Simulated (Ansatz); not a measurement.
## Relativity in Ru

```yaml
crystal:
  lattice:
    - [2.70580, 0.00000, 0.00000]
    - [-1.35290, 2.34329, 0.00000]
    - [0.00000, 0.00000, 4.28190]
  atoms:
    - { symbol: Ru, position: [0.33333, 0.66667, 0.25000] }
    - { symbol: Ru, position: [0.66667, 0.33333, 0.75000] }
```

Atom numbers follow the list: Ru1, Ru2.

The cell is COD entry 9017842, as deposited and not checked against the literature; nothing was relaxed.

One fixed cell is solved with PBE by all-electron LAPW in Ansatz 0.2.0 under different relativistic treatments. Pressure is positive in compression.

Numerical set-up: a Γ-centred 14×14×8 k mesh, Fermi–Dirac smearing of 0.03 eV, basis error target 1 meV/atom, no spin polarisation.

Task: Order the settings by the pressure that they give at this fixed cell, lowest first.
A. scalar-relativistic
B. non-relativistic
C. with spin–orbit coupling

Result: A (4.49 GPa), C (4.63 GPa), B (13.02 GPa).

```tsv
setting	P (GPa)	lowest level at Γ above −25 eV, from the valence-band top or, without a gap, the Fermi level (eV)
scalar-relativistic	4.49	-7.97
non-relativistic	13.02	-6.93
with spin–orbit coupling	4.63	-7.98
```
